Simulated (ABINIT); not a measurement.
The system is Co.

```
Co
1.0
     2.47200    0.00000    0.00000
    -1.23600    2.14081    0.00000
     0.00000    0.00000    4.02114
Co
2
Direct
  0.66667 0.33333 0.75000
  0.33333 0.66667 0.25000
```

Base run:

```yaml
Program: ABINIT 10.8.3 (patched build)
Functional: LDA
Potentials_or_basis: PseudoDojo NC SR LDA v0.4.1 standard
Cutoff: 1252 eV
k_mesh: 9 × 9 × 5
Occupations: fermi-dirac, width 0.05 eV
Spin: collinear spin, ferromagnetic start
Starting_moments: "[2.0, 2.0] μB"
```

Its results: pressure -15.7 GPa; net moment 3.03 μB per cell; site moments Co +1.57 μB.

**Question.** The run is repeated on the same cell with these changes: k mesh from 9 × 9 × 5 to 20 × 20 × 12, shifted; occupations from fermi-dirac, width 0.05 eV to fermi-dirac, width 0.2 eV. What comes out?

**Answer.** Pressure -15.6 GPa; net moment 2.79 μB per cell; site moments Co +1.44 μB.

Caveats: so large a pressure means that the cell lies far from this level's equilibrium, or that cutoff or potentials fall short.

Not every run made on this cell is shown here.
